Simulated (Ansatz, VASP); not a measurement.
# Al2Pt: VASP beside Ansatz

INCAR

```
ALGO = Normal ; EDIFF = 1E-6
EDIFFG = -0.005 ; ENCUT = 600
GGA = PE ; IBRION = 2
ISIF = 3 ; ISMEAR = 0
LASPH = T ; LCHARG = F
LREAL = F ; LWAVE = F
NELM = 60 ; NSW = 100
PREC = Accurate ; SIGMA = 0.1
```

Contents of KPOINTS:

```
k-points
0
Gamma
  12 12 12
```

POSCAR

```
Al2Pt
1.0
    0.0000000000      2.9550006156      2.9550006156
    2.9550006156      0.0000000000      2.9550006156
    2.9550006156      2.9550006156      0.0000000000
Al Pt
2 1
Direct
    0.2500000000      0.2500000000      0.2500000000
    0.7500000000      0.7500000000      0.7500000000
    0.0000000000      0.0000000000      0.0000000000
```

Input for Ansatz:

```yaml
crystal:
  lattice:
    - [0.0, 2.9550006156, 2.9550006156]
    - [2.9550006156, 0.0, 2.9550006156]
    - [2.9550006156, 2.9550006156, 0.0]
  atoms:
    - { symbol: Al, position: [0.25, 0.25, 0.25] }
    - { symbol: Al, position: [0.75, 0.75, 0.75] }
    - { symbol: Pt, position: [0.0, 0.0, 0.0] }
basis:
  ecutwfc: 420
kpoints:
  mp_grid: { grid: [12, 12, 12] }
hamiltonian:
  xc: pbe
scf:
  occupations: { method: gaussian, width: 0.1 }
output:
  forces: true
  stress: true
  eigenvalues: true
relax:
  adjacent_minimum: "off"
  f_tol: 0.005
  max_steps: 80
  cell: { stress_tol: 0.05 }
```

Alike in both runs: task relaxation of cell and atoms; functional PBE; k mesh 12 × 12 × 12; occupations gaussian, width 0.1 eV; no spin polarisation.

|  | VASP | Ansatz |
| --- | --- | --- |
| version | VASP 6.6.1 | Ansatz 0.2.0 |
| potentials or method | VASP PAW PBE potentials, release 64 (Al, Pt) | scalar-relativistic, plane waves, PAW |
| plane-wave cutoff (eV) | 600 | 420 |
| valence electrons in the cell | 16 | 24 |

|  | VASP | Ansatz | Ansatz less VASP |
| --- | --- | --- | --- |
| gap on the k mesh at the Fermi level, each at its own relaxed structure (eV) | none | none | - |
| relaxed volume (Å³/atom) | 17.50 | 17.52 | +0.021 |
| relaxed cell length with the largest relative difference (Å) | 4.203 | 4.205 | +0.0016 |
| energy change over the relaxation (meV/atom) | -2 | -2 | -0.3 |

A gap of «none» marks a metal or a gap that the smearing closes. The two sets of potentials don't hold the same shells in valence.

The runs have no spin-orbit coupling, so splittings on Pt are missing. PBE usually gives volumes a little too large and moduli too small. Zero-point motion and thermal expansion aren't in these numbers.
